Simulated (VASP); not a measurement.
# Al under changes of volume

One of the cells (17.003 Å³/atom); the others are scaled copies at fixed shape and fractional positions:

```xyz
2
Lattice="2.8311 0.0000 0.0000 -1.4155 2.4518 0.0000 0.0000 0.0000 4.8991" Properties=species:S:1:pos:R:3 pbc="T T T"
Al    0.0000    1.6345    1.2248
Al    1.4155    0.8173    3.6743
```

This isn't the form of Al at room conditions, which is fcc.

| Item | Value |
| --- | --- |
| Program | VASP 6.6.1 |
| Functional | PBE |
| Potentials or basis | VASP PAW PBE potentials, release 64 (Al) |
| Cutoff | 520 eV |
| k mesh | 11 × 11 × 6 |
| Occupations | fermi-dirac, width 0.05 eV |
| Spin | no spin polarisation |

```tsv
volume (Å³/atom)	energy over the lowest point (meV/atom)	pressure (GPa)
15.669	?	?
16.003	6.02	3.5
16.336	0.57	1.7
17.003	0.00	-1.3
17.336	4.18	-2.6
17.670	10.91	-3.8
```

Task: What does the run at 15.669 Å³/atom give?

Result: Energy over the lowest point 15.42 meV/atom; pressure 5.5 GPa.

Worked out: A Birch-Murnaghan fit of order 3 (a polynomial in V^(-2/3)) to the other rows has its minimum at 16.69 Å³/atom with B0 = V·E''(V) = 76 GPa and B' = 4.7 at fixed shape and positions, which overstates the stiffness. It gives 15.51 meV/atom at 15.669 Å³/atom, against the run's 15.42, and -dE/dV = 5.6 GPa, against 5.5.

Energies are extrapolated to zero smearing.
